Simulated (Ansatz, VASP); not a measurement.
# BN: VASP beside Ansatz

The input INCAR:

```
PREC = Accurate ; ENCUT = 520
EDIFF = 1E-7 ; ISMEAR = 0
SIGMA = 0.05 ; LREAL = False
LASPH = True ; NELM = 100
ALGO = Normal ; ISIF = 2
LWAVE = False ; LCHARG = True
GGA = PS ; LELF = True
LVHAR = True ; NBANDS = 16
```

The input KPOINTS:

```
Automatic mesh
0
Gamma
  12 12 4
```

POSCAR

```
BN
1.0
    2.6249951255      0.0000000000      0.0000000000
   -1.3124975628      2.2733124634      0.0000000000
    0.0000000000      0.0000000000      6.8598997614
B N
2 2
Direct
    0.3333333333      0.6666666667      0.2500000000
    0.6666666667      0.3333333333      0.7500000000
    0.3333333333      0.6666666667      0.7500000000
    0.6666666667      0.3333333333      0.2500000000
```

Input for Ansatz:

```yaml
crystal:
  lattice:
    - [2.6249951255, 0.0, 0.0]
    - [-1.3124975628, 2.2733124634, 0.0]
    - [0.0, 0.0, 6.8598997614]
  atoms:
    - { symbol: B, position: [0.3333333333, 0.6666666667, 0.25] }
    - { symbol: B, position: [0.6666666667, 0.3333333333, 0.75] }
    - { symbol: "N", position: [0.3333333333, 0.6666666667, 0.75] }
    - { symbol: "N", position: [0.6666666667, 0.3333333333, 0.25] }
basis:
  ecutwfc: 520.0
kpoints:
  mp_grid: { grid: [12, 12, 4] }
hamiltonian:
  xc: pbesol
  pseudopotentials: { kind: paw, azcp: { folder: soft_1 } }
scf:
  occupations: { method: gaussian, width: 0.05 }
output:
  forces: true
  stress: true
  eigenvalues: true
```

Alike in both runs: task single point; functional PBEsol; k mesh 12 × 12 × 4; occupations gaussian, width 0.05 eV; no spin polarisation.

|  | VASP | Ansatz |
| --- | --- | --- |
| version | VASP 6.6.1 | Ansatz 0.2.0 |
| potentials or method | VASP PAW PBE potentials, release 64 (B, N) | scalar-relativistic, plane waves, PAW |
| plane-wave cutoff (eV) | 520 | 520 |
| valence electrons in the cell | 16 | 16 |

Ansatz gave:

- gap on the k mesh at the Fermi level (eV): 3.99
- least direct gap on the mesh (eV): 4.24
- pressure (GPa): -26.8
- largest component of the traceless stress (GPa): 26.85

What did VASP give for the same quantities?

gap on the k mesh at the Fermi level (eV): 3.98; least direct gap on the mesh (eV): 4.24; pressure (GPa): -26.5; largest component of the traceless stress (GPa): 26.43.

With one functional, cell and mesh, what is left measures potentials, basis and numerics. Ansatz warned: «pseudo_functional_mismatch».

Caveats: so large a pressure means that the cell lies far from this level's equilibrium, or that cutoff or potentials fall short (VASP); the potentials were made for another functional, which shifts forces and pressure (VASP); this functional lacks dispersion, which binds the layers, so the pressure and a relaxed spacing across them are unreliable. A k mesh can miss the band edges.
